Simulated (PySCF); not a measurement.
Structure with atom numbers: `[CH:1]1=[CH:2][CH2:3][CH2:4]1` (H(Xn): hydrogen on atom n).

PySCF calculation with GIAO PBE0/pcSseg-2 shieldings and PBE0-D3(BJ)/def2-TZVP structure; non-relativistic Hamiltonian, equivalent nuclei averaged, single conformer, no solvent model.

Shifts are taken against calculated references (same method and geometry level): TMS for ¹³C (σ = 186.03 ppm), ¹H (σ = 31.52 ppm).

```json
{"atoms": "H(C3)/H(C4)", "nucleus": "¹H", "count": "4", "Hirshfeld charge": "0.04", "δ (ppm)": "2.65"}
{"atoms": "H(C1)/H(C2)", "nucleus": "¹H", "count": "2", "Hirshfeld charge": "0.05", "δ (ppm)": "?"}
{"atoms": "C1/C2", "nucleus": "¹³C", "count": "2", "Hirshfeld charge": "-0.05", "δ (ppm)": "?"}
{"atoms": "C3/C4", "nucleus": "¹³C", "count": "2", "Hirshfeld charge": "-0.08", "δ (ppm)": "34.3"}
```

**Question.** Fill in the missing shifts.

**Answer.** 
- C1/C2: 150.1 ppm, alkene CH; an sp2 carbon of a C=C bond
- H(C1)/H(C2): 6.45 ppm, hydrogen on an alkene CH; attached to an sp2 carbon and in the plane of the double bond

Shifts are as computed. Against solution values, carbons near 30 ppm lie about +3 ppm off and those near 130 ppm about +9 ppm. Of 1211 compounds with measured shifts, 218 miss one by over three times the rms of a fit or turn the order of signals round; such compounds aren't used in these exercises.
